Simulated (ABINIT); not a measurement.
# CsSnI3 (Pm-3m) in ABINIT: effective masses with PBEsol

Aim: the effective masses of CsSnI3 with PBEsol.

Everything below comes from runs of ABINIT 10.8.3 (patched build). Logs are shortened: lines on timing, memory, paths and dates and some standing lists are left out, and cuts for length are marked. The log counts tension as positive stress, the text compression.

**1. The undisturbed crystal**

It takes space group Pm-3m (No. 221, cubic). The conventional cell has a = 6.206 Å, b = 6.206 Å, c = 6.206 Å, α = 90.00°, β = 90.00°, γ = 90.00°. Cs (site symmetry m-3m) is surrounded by 12 I at 4.39 Å. I (site symmetry 4/mmm) is surrounded by 2 Sn at 3.10 Å. Sn (site symmetry m-3m) is surrounded by 6 I at 3.10 Å.

**2. Effective masses, PBEsol (cell relaxed at zero pressure by an earlier run)**

File run.abi:

```
# Datasets
ndtset 3

# Pseudopotentials
pp_dirpath "./"
pseudos "Cs.upf, I.upf, Sn.upf"

# Structure
acell 3*1.0
rprim
    11.6378999381     0.0000000000     0.0000000000
     0.0000000000    11.6378999381     0.0000000000
     0.0000000000     0.0000000000    11.6378999381
ntypat 3
znucl 55 53 50
natom 5
typat 1 2 2 2 3
chkprim 0
chksymtnons 0
tolsym 1.0e-6
xred
            0.0            0.0            0.0
            1/2            1/2            0.0
            1/2            0.0            1/2
            0.0            1/2            1/2
            1/2            1/2            1/2

# Plane-wave basis
ecut 36.0
ecutsm 0.5

# Exchange and correlation
ixc -116133

# Bands and occupations
occopt 1

# SCF cycle
nstep 80
diemac 6.0

# Output
iomode 3
prteig 0
prtebands 0

# Dataset 1: ground state
kptopt1 1
ngkpt1 4 4 4
nshiftk1 1
shiftk1 0.0 0.0 0.0
nband1 22
tolvrs1 1.0e-14
prtden1 1
prtwf1 0

# Datasets 2 and 3: the band edges
kptopt2 0
nkpt2 1
kpt2
  1/2 1/2 1/2
istwfk2 1*1
nband2 30
getden2 1
kptopt3 0
nkpt3 1
kpt3
  1/2 1/2 1/2
istwfk3 1*1
nband3 30
getden3 1

# Dataset 2: bands at fixed density
iscf2 -2
nbdbuf2 2
tolwfr2 1.0e-20
nstep2 200

# Dataset 3: effective masses
iscf3 -3
getwfk3 2
rfelfd3 2
rfdir3 1 1 1
nqpt3 1
qpt3 0.0 0.0 0.0
tolwfr3 1.0e-20
nbdbuf3 2
nstep3 200
efmas3 1
efmas_bands3 22 25
efmas_calc_dirs3 1
efmas_n_dirs3 5
efmas_dirs3
  1 0 0
  0 1 0
  0 0 1
  1 1 0
  1 1 1
efmas_ntheta3 40
prtwf3 0
prtden3 0
prtpot3 0
```

Potentials or basis: PseudoDojo NC SR PBEsol v0.4.1 standard.

Command:

```console
abinit run.abi > log 2>&1
```

run.abo:

```text
.Version 10.8.3 of ABINIT
 DATASET    1 : space group Pm -3 m (#221); Bravais cP (primitive cubic)
================================================================================
 Values of the parameters that define the memory need for DATASET  1.
     intxc =       0    ionmov =       0      iscf =       7    lmnmax =       8
     lnmax =       8     mgfft =      64  mpssoang =       4    mqgrid =    3144
     natom =       5  nloc_mem =       1    nspden =       1   nspinor =       1
    nsppol =       1      nsym =      48    n1xccc =    2501    ntypat =       3
    occopt =       1   xclevel =       2
       mpw =       16274          nfft =      262144          nkpt =          10
================================================================================
================================================================================

 DATASET    2 : space group Pm -3 m (#221); Bravais cP (primitive cubic)
================================================================================
 Values of the parameters that define the memory need for DATASET  2.
     intxc =       0    ionmov =       0      iscf =      -2    lmnmax =       8
     lnmax =       8     mgfft =      64  mpssoang =       4    mqgrid =    3144
     natom =       5  nloc_mem =       1    nspden =       1   nspinor =       1
    nsppol =       1      nsym =      48    n1xccc =    2501    ntypat =       3
    occopt =       1   xclevel =       2
       mpw =       16368          nfft =      262144          nkpt =           1
================================================================================
================================================================================

 DATASET    3 : space group Pm -3 m (#221); Bravais cP (primitive cubic)
================================================================================
 Values of the parameters that define the memory need for DATASET  3 (RF).
     intxc =       0      iscf =      -3    lmnmax =      32     lnmax =       8
     mgfft =      64  mpssoang =       4    mqgrid =    3144     natom =       5
  nloc_mem =       1    nspden =       1   nspinor =       1    nsppol =       1
      nsym =      48    n1xccc =    2501    ntypat =       3    occopt =       1
   xclevel =       2
      nfft =      262144          nkpt =           1
================================================================================
================================================================================

--------------------------------------------------------------------------------
------------- Echo of variables that govern the present computation ------------
--------------------------------------------------------------------------------
 -outvars: echo values of preprocessed input variables --------
            acell      1.0000000000E+00  1.0000000000E+00  1.0000000000E+00 Bohr
              amu      1.32905430E+02  1.26904470E+02  1.18710000E+02
          chkprim           0
      chksymtnons           0
           diemac      6.00000000E+00
             ecut      3.60000000E+01 Hartree
           ecutsm      5.00000000E-01 Hartree
           getden1          0
           getden2          1
           getden3          1
           getwfk1          0
           getwfk2          0
           getwfk3          2
             iscf1          7
             iscf2         -2
             iscf3         -3
              ixc     -116133
           jdtset        1    2    3
           kptopt1          1
           kptopt2          0
           kptopt3          0
         kptrlatt        4    0    0      0    4    0      0    0    4
          kptrlen1     4.65515998E+01
          kptrlen2     3.00000000E+01
          kptrlen3     3.00000000E+01
            natom           5
            nband1         22
            nband2         30
            nband3         30
           nbdbuf1          0
           nbdbuf2          2
           nbdbuf3          2
           ndtset           3
            ngfft          64      64      64
             nkpt1         10
             nkpt2          1
             nkpt3          1
             nqpt1          0
             nqpt2          0
             nqpt3          1
            nstep1         80
            nstep2        200
            nstep3        200
             nsym          48
           ntypat           3
        optdriver1          0
        optdriver2          0
        optdriver3          1
           prtden1          1
           prtden2          1
           prtden3          0
        prtebands           0
           prteig           0
            prtwf1          0
            prtwf2          1
            prtwf3          0
           rfelfd1          0
[... 389 lines left out ...]
 R(3)=  0.0000000  0.0000000 11.6378999  G(3)=  0.0000000  0.0000000  0.0859262
 Unit cell volume ucvol=  1.5762455E+03 bohr^3
 Angles (23,13,12)=  9.00000000E+01  9.00000000E+01  9.00000000E+01 degrees
 setup1 : take into account q-point for computing boxcut.

 getcut: wavevector=  0.0000  0.0000  0.0000  ngfft=  64  64  64
         ecut(hartree)=     36.000   => boxcut(ratio)=   2.03605

--- Pseudopotential description ------------------------------------------------
- pspini: atom type   1  psp file is ./Cs.upf
  55.00000   9.00000  180301                  znucl, zion, pspdat
12 -116133 3 -1 2384                          pspcod,pspxc,lmax,lloc,mmax
     nproj     2     2     2     2

- pspini: atom type   2  psp file is ./I.upf
  53.00000   7.00000  180301                  znucl, zion, pspdat
12 -116133 2 -1 1182                          pspcod,pspxc,lmax,lloc,mmax
     nproj     2     2     2     0

- pspini: atom type   3  psp file is ./Sn.upf
  50.00000  14.00000  180301                  znucl, zion, pspdat
12 -116133 2 -1 1628                          pspcod,pspxc,lmax,lloc,mmax
     nproj     2     2     2     0

--------------------------------------------------------------------------------

 ==>  initialize data related to q vector <==

 The list of irreducible perturbations for this q vector is:
    1)    idir= 1    ipert=   6
    2)    idir= 2    ipert=   6
    3)    idir= 3    ipert=   6

================================================================================
[... 181 lines left out ...]
 2DEtotal=   -0.6385856928E+02 Ha. Also 2DEtotal=   -0.173768019388E+04 eV
    (  non-var. 2DEtotal :   -6.3858569283E+01 Ha)

 CALCULATION OF EFFECTIVE MASSES
 NOTE : Additional infos (eff. mass eigenvalues, eigenvectors and, if degenerate, average mass) are available in stdout.

 K-point ( 0.500, 0.500, 0.500) | band =    22
 Effective mass tensor:
             -0.0148193501             -0.0000000000             -0.0000000000
             -0.0000000000             -0.0148193501              0.0000000000
             -0.0000000000              0.0000000000             -0.0148193501
 Effective mass tensor eigenvalues:
             -0.0148193501             -0.0148193501             -0.0148193501
 Angular average effective mass 1/(<1/m>)=  -0.0148193501
 Angular average effective mass for Frohlich model (<m**0.5>)**2=  -0.0148193501
 Effective masses along directions: (cart. coord. / red. coord. -> eff. mass)
    1:   1.000000  0.000000  0.000000 /   1.000000  0.000000  0.000000 ->  -0.0148193501
    2:   0.000000  1.000000  0.000000 /   0.000000  1.000000  0.000000 ->  -0.0148193501
    3:   0.000000  0.000000  1.000000 /   0.000000  0.000000  1.000000 ->  -0.0148193501
    4:   0.707107  0.707107  0.000000 /   0.707107  0.707107  0.000000 ->  -0.0148193501
    5:   0.577350  0.577350  0.577350 /   0.577350  0.577350  0.577350 ->  -0.0148193501

 COMMENTS:
 - At k-point ( 0.500, 0.500, 0.500), bands    23 through    25
   are DEGENERATE (effective mass tensor is therefore not defined).
   See Section IIIB Eqs. (67)-(70) and Appendix E of PRB 93 205147 (2016).
 - Angular average effective mass for Frohlich model is to be averaged over degenerate bands. See later.
 - Associated theta integrals calculated with ntheta=     40 points.

 K-point ( 0.500, 0.500, 0.500) | band =    23
 Transport equivalent effective mass tensor:
              1.8526387157              0.0000000000              0.0000000000
              0.0000000000              1.8523201806             -0.0000000000
              0.0000000000             -0.0000000000              1.8492305270
 Transport equivalent effective mass tensor eigenvalues:
              1.8526387157              1.8523201806              1.8492305270
 Angular average effective mass 1/(<1/m>)=   0.4120262004
 Angular average effective mass for Frohlich model (<m**0.5>)**2=   0.4531397101
 Effective masses along directions: (cart. coord. / red. coord. -> eff. mass)
    1:   1.000000  0.000000  0.000000 /   1.000000  0.000000  0.000000 ->   0.6586039887
    2:   0.000000  1.000000  0.000000 /   0.000000  1.000000  0.000000 ->   0.6586039887
    3:   0.000000  0.000000  1.000000 /   0.000000  0.000000  1.000000 ->   0.6586039887
    4:   0.707107  0.707107  0.000000 /   0.707107  0.707107  0.000000 ->   0.6586039887
    5:   0.577350  0.577350  0.577350 /   0.577350  0.577350  0.577350 ->   0.1843309951
[... 18 lines left out ...]
 Transport equivalent effective mass tensor:
              0.0142867479              0.0000000000              0.0000000000
              0.0000000000              0.0142867479             -0.0000000000
              0.0000000000             -0.0000000000              0.0142867479
 Transport equivalent effective mass tensor eigenvalues:
              0.0142867479              0.0142867479              0.0142867479
 Angular average effective mass 1/(<1/m>)=   0.0141579934
 Angular average effective mass for Frohlich model (<m**0.5>)**2=   0.0141669801
 Effective masses along directions: (cart. coord. / red. coord. -> eff. mass)
    1:   1.000000  0.000000  0.000000 /   1.000000  0.000000  0.000000 ->   0.0132906464
    2:   0.000000  1.000000  0.000000 /   0.000000  1.000000  0.000000 ->   0.0132906464
    3:   0.000000  0.000000  1.000000 /   0.000000  0.000000  1.000000 ->   0.0132906464
    4:   0.707107  0.707107  0.000000 /   0.707107  0.707107  0.000000 ->   0.0144131898
    5:   0.577350  0.577350  0.577350 /   0.577350  0.577350  0.577350 ->   0.0148307300

 Angular average effective mass for Frohlich model, averaged over degenerate bands.
 Value of     (<<m**0.5>>)**2 =     1.741226E-01
 Absolute Value of <<m**0.5>> =     4.172800E-01

 END OF EFFECTIVE MASSES SECTION

================================================================================

 ---- first-order wavefunction calculations are completed ----

 Total localisation tensor (bohr^2) in cartesian coordinates
  WARNING : still subject to testing - especially symmetries.
      direction              matrix element
   alpha     beta       real part   imaginary part
     1        1     281.1932019407   -0.0000000000
     1        2       0.0000000000    0.0000000000
     1        3       0.0000000000    0.0000000000
     2        1       0.0000000000    0.0000000000
     2        2     281.1932021110    0.0000000000
     2        3       0.0000000000    0.0000000000
     3        1       0.0000000000    0.0000000000
     3        2       0.0000000000    0.0000000000
     3        3     281.1932022812   -0.0000000000

 respfn : d/dk was computed, but no 2DTE, so no DDB output.

== END DATASET(S) ==============================================================
================================================================================

 -outvars: echo values of variables after computation  --------
            acell      1.0000000000E+00  1.0000000000E+00  1.0000000000E+00 Bohr
           etotal1    -1.4102247332E+02
           etotal3    -6.3858569283E+01
            fcart1    -0.0000000000E+00 -0.0000000000E+00 -0.0000000000E+00
                      -0.0000000000E+00 -0.0000000000E+00 -0.0000000000E+00
                      -0.0000000000E+00 -0.0000000000E+00 -0.0000000000E+00
                      -0.0000000000E+00 -0.0000000000E+00 -0.0000000000E+00
                      -0.0000000000E+00 -0.0000000000E+00 -0.0000000000E+00
            rprim      1.1637899938E+01  0.0000000000E+00  0.0000000000E+00
                       0.0000000000E+00  1.1637899938E+01  0.0000000000E+00
                       0.0000000000E+00  0.0000000000E+00  1.1637899938E+01
           strten1    -1.0379550063E-06 -1.0379550063E-06 -1.0379550063E-06
                       0.0000000000E+00  0.0000000000E+00  0.0000000000E+00
           xangst      0.0000000000E+00  0.0000000000E+00  0.0000000000E+00
                       3.0792557129E+00  3.0792557129E+00  0.0000000000E+00
                       3.0792557129E+00  0.0000000000E+00  3.0792557129E+00
                       0.0000000000E+00  3.0792557129E+00  3.0792557129E+00
                       3.0792557129E+00  3.0792557129E+00  3.0792557129E+00
             xred      0.0000000000E+00  0.0000000000E+00  0.0000000000E+00
                       5.0000000000E-01  5.0000000000E-01  0.0000000000E+00
                       5.0000000000E-01  0.0000000000E+00  5.0000000000E-01
                       0.0000000000E+00  5.0000000000E-01  5.0000000000E-01
                       5.0000000000E-01  5.0000000000E-01  5.0000000000E-01
 Calculation completed.
```

Wall time 11 min (1 thread of Arm Neoverse V1, shared host); peak memory 1 GiB.

Results:

```yaml
Free_energy: -3837.4170 eV
Pressure: 0.0 GPa
```

Effective masses (electron masses):
```
           k point  band   state  eigenvalues of the tensor           along 100, 010, 001, 110, 111
(0.50, 0.50, 0.50)    22  filled     -0.015, -0.015, -0.015  -0.015, -0.015, -0.015, -0.015, -0.015
(0.50, 0.50, 0.50)    23   empty                          -       0.659, 0.659, 0.659, 0.659, 0.184
(0.50, 0.50, 0.50)    24   empty                          -       0.659, 0.659, 0.659, 0.136, 0.184
(0.50, 0.50, 0.50)    25   empty                          -       0.013, 0.013, 0.013, 0.014, 0.015
```

Caveat: the masses are taken at a mesh point that needn't be the band's extremum; the cell was measured hot, at 500 K.
